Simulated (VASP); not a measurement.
Input of a VASP 6.6.1 run:

File INCAR:

```
ALGO     = Normal         # electronic algorithm
EDIFF    = 1E-6           # SCF threshold, eV
ENCUT    = 450            # plane-wave cutoff, eV
ISIF     = 2              # what is computed and relaxed
ISMEAR   = 0              # smearing method
LASPH    = T              # aspherical terms in the spheres
LCHARG   = T              # write CHGCAR
LELF     = T              # ELF
LMIXTAU  = T            
LREAL    = F              # projectors in reciprocal space
LVHAR    = T            
LWAVE    = F              # write WAVECAR
METAGGA  = R2SCAN         # meta-GGA
NBANDS   = 236            # bands
NELM     = 80             # most SCF steps
PREC     = Accurate       # precision mode
SIGMA    = 0.02           # smearing width, eV
```

The input KPOINTS:

```
k-points
0
Gamma
  1 1 1
```

The input POSCAR:

```
Si12HO24
1.0
    9.8316000000      0.0000000000      0.0000000000
   -4.9158000000      8.5144153600      0.0000000000
    0.0000000000      0.0000000000     10.8182000000
Si O H
24 48 2
Direct
    0.2709099100      0.0094391800      0.1655027100
    0.9985581900      0.2592514300      0.3363694500
    0.2293313700      0.2350352900      0.9973888100
    0.2536999600      0.9943798200      0.6857301500
    0.9943088900      0.2605859300      0.8263963100
    0.2083269900      0.1946535800      0.5153311300
    0.2621491600      0.4975911800      0.1718615900
    0.0071092300      0.7712372900      0.3283148600
    0.2235410900      0.7272896200      0.0054956200
    0.2669434400      0.4925265000      0.6593211300
    0.9964925600      0.7555626100      0.8443723300
    0.2341662800      0.7379975200      0.4999615600
    0.7679183600      0.0027725800      0.1637768200
    0.5150453800      0.2909717700      0.3263891900
    0.7354828800      0.2356065700      0.9947544900
    0.7500254000      0.9945486100      0.6643177100
    0.4988791700      0.2694374300      0.8323993700
    0.7270726000      0.2340685100      0.4992150500
    0.7874783800      0.5096747300      0.1573528400
    0.5014811400      0.7712337700      0.3306460800
    0.7306058600      0.7321122000      0.9989357800
    0.7689976800      0.5017534200      0.6662599300
    0.4892422100      0.7549201000      0.8332459800
    0.7359702800      0.7334614600      0.4949275200
    0.0585994900      0.1851775900      0.4426589500
    0.2910020100      0.3666465000      0.1058264000
    0.1398598500      0.4267424900      0.2869976000
    0.2009835100      0.0720170000      0.0577487200
    0.4066298400      0.3704627500      0.3615348300
    0.4326514900      0.1539250100      0.2217404800
    0.0637104000      0.2018104000      0.9379856800
    0.2961209500      0.3602216000      0.5945064100
    0.1329963000      0.4206365700      0.7662825000
    0.1440959400      0.0534628100      0.6192837800
    0.3618947100      0.2974696100      0.8889306100
    0.4273668200      0.1382933600      0.7227606500
    0.0698422700      0.7005748600      0.4356703700
    0.2976032600      0.8725800500      0.1047948800
    0.1459163000      0.9395625000      0.2791979800
    0.1925934700      0.5656927500      0.0691771200
    0.3725483100      0.8040633200      0.3955902100
    0.4281822600      0.6421691300      0.2206537200
    0.0484628800      0.6811712500      0.9565332700
    0.2831508900      0.8721161200      0.6050312400
    0.1573768100      0.9148317700      0.8113722100
    0.2107464500      0.5753019700      0.5568150000
    0.3464649500      0.7730380600      0.8905284800
    0.4297587500      0.6246495600      0.7230592100
    0.5674995200      0.2199689900      0.4418414100
    0.8114747800      0.3713264800      0.0999751300
    0.6741022500      0.4415287100      0.2761049300
    0.7048024300      0.0708391800      0.0544039400
    0.8598764000      0.2853916600      0.3919929700
    0.9337635900      0.1388796900      0.2191445800
    0.5688786300      0.2097478700      0.9432799200
    0.7969424800      0.3651871000      0.6090898100
    0.6362505700      0.4334820500      0.7744881600
    0.6856066900      0.0652798700      0.5578710000
    0.8594873700      0.2928012300      0.8810256900
    0.9165469200      0.1276861800      0.7199152000
    0.5689396300      0.6934002000      0.4307230900
    0.7919415500      0.8629271600      0.1084292300
    0.6399768800      0.9359748100      0.2761740900
    0.7067804900      0.5682967600      0.0547796900
    0.8688771100      0.7964578400      0.3870153500
    0.9505596500      0.6538900700      0.2097545600
    0.5644435100      0.7011425300      0.9437322700
    0.7805881900      0.8618020400      0.6029322100
    0.6206643000      0.9221698500      0.7749832700
    0.7103227700      0.5713318500      0.5546426500
    0.8615482000      0.7938688900      0.8892565300
    0.9332905500      0.6387354700      0.7249986100
    0.4648007800      0.4755672100      0.3805905100
    0.2926452400      0.1351483600      0.4422009000
```

Potentials or basis: VASP PAW PBE potentials, release 64 (Si, O, H).

Command:

```bash
$ cat potpaw_PBE.64/Si/POTCAR potpaw_PBE.64/O/POTCAR potpaw_PBE.64/H/POTCAR > POTCAR
$ mpirun -np 1 vasp_std > vasp.out
```

(1) Predict the largest force.

(2) Predict the band gap on the k mesh.

Answers

(1) 3.185 eV/Å.

(2) 5.98 eV, direct.

Caveat: the PAW data sets were made with another functional, which shifts forces and pressure a little.
